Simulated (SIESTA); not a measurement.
Runs of SIESTA 5.4.2 on Se. The structure is trigonal, space group P3_121 (No. 152). Conventional cell: a = 4.366 Å, b = 4.366 Å, c = 4.954 Å, α = 90.00°, β = 90.00°, γ = 120.00°. Se (site symmetry 2) has 2 Se at 2.37 Å as nearest neighbours. 

```tsv
task	level	potentials or basis	gap on the mesh (eV)	pressure (GPa)	largest force (eV/Å)
band structure	LDA	PseudoDojo 0.4 standard (LDA files), DZP (energy shift 0.003 Ry; two zetas on semicore shells)	0.98	3.0	1.48
band structure	AM05	PseudoDojo 0.4 standard (PBEsol files), DZP (energy shift 0.003 Ry; two zetas on semicore shells)	1.05	4.9	1.37
band structure	vdW-DF-cx	PseudoDojo 0.4 standard (PBE files), DZP (energy shift 0.003 Ry; two zetas on semicore shells)	1.05	(b)	1.58
band structure	PBE	PseudoDojo 0.4 standard (PBE files), DZP (energy shift 0.003 Ry; two zetas on semicore shells)	1.06	6.9	1.62
band structure	BLYP	PseudoDojo 0.4 standard (PBE files), DZP (energy shift 0.003 Ry; two zetas on semicore shells)	1.07	(a)	1.75
```

Alike in all rows: no spin polarisation; cell as given; k mesh 7 × 7 × 6; smearing fermi-dirac 0.05 eV; grid cutoff 500 Ry; energy shift 0.003 Ry.

Q: Estimate the missing entries.

A: (a) 9.7; (b) 5.0.

Caveats: the mesh misses the band edges, which the band path finds closer together; the basis of atomic orbitals isn't converged, which shifts pressures, moduli and gaps; the potentials were made for another functional, which shifts forces and pressure (some runs); forces of over 1 eV/Å show positions far from the minimum, so gaps and moduli don't describe the material at rest (some runs).

A k mesh can miss the band edges, and the runs leave out spin-orbit coupling on Se.
